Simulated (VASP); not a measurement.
Crystal: Mo.

```
Mo
1.0
     2.73551    0.00000    0.00000
    -1.36776    2.36902    0.00000
     0.00000    0.00000    2.55518
Mo
1
Direct
  0.00000 0.00000 0.50000
```

This isn't the form of Mo at room conditions, which is bcc.

* Program: VASP 6.6.1
* Task: relaxation of cell and atoms
* Functional: PBE
* Dispersion: D3(BJ)
* Potentials or basis: VASP PAW PBE potentials, release 64 (Mo_sv)
* Cutoff: 600 eV
* k mesh: 18 × 18 × 16
* Occupations: gaussian, width 0.1 eV
* Spin: no spin polarisation

At the start: pressure -3.1 GPa; volume 16.56 Å³/atom.

**Question.** How do energy, volume and symmetry change on relaxing?

**Answer.** Over 9 steps the energy falls by 7.5 meV/atom and the volume is 16.31 Å³/atom (-1.5 %); space group P6/mmm (No. 191, to 0.05 Å).

The path:
```
step  energy change (eV)  largest force (eV/Å)  pressure (GPa)  volume (Å³)
   1              0.0000                0.0000           -3.08        16.56
   2              0.0048                0.0000            7.47        15.80
   3             -0.0064                0.0000            1.14        16.23
   4             -0.0068                0.0000           -0.91        16.38
   5             -0.0075                0.0000           -0.03        16.31
   6             -0.0075                0.0000           -0.05        16.31
   7             -0.0075                0.0000           -0.07        16.31
   8             -0.0075                0.0000            0.11        16.30
   9             -0.0075                0.0000            0.01        16.31
```

Final structure:
```
Mo
1.0
     2.74225    0.00000    0.00000
    -1.37113    2.37486    0.00000
     0.00000    0.00000    2.50376
Mo
1
Direct
  0.00000 0.00000 0.50000
```

Caveat: pairwise dispersion overbinds metals, which lowers pressure and volume.
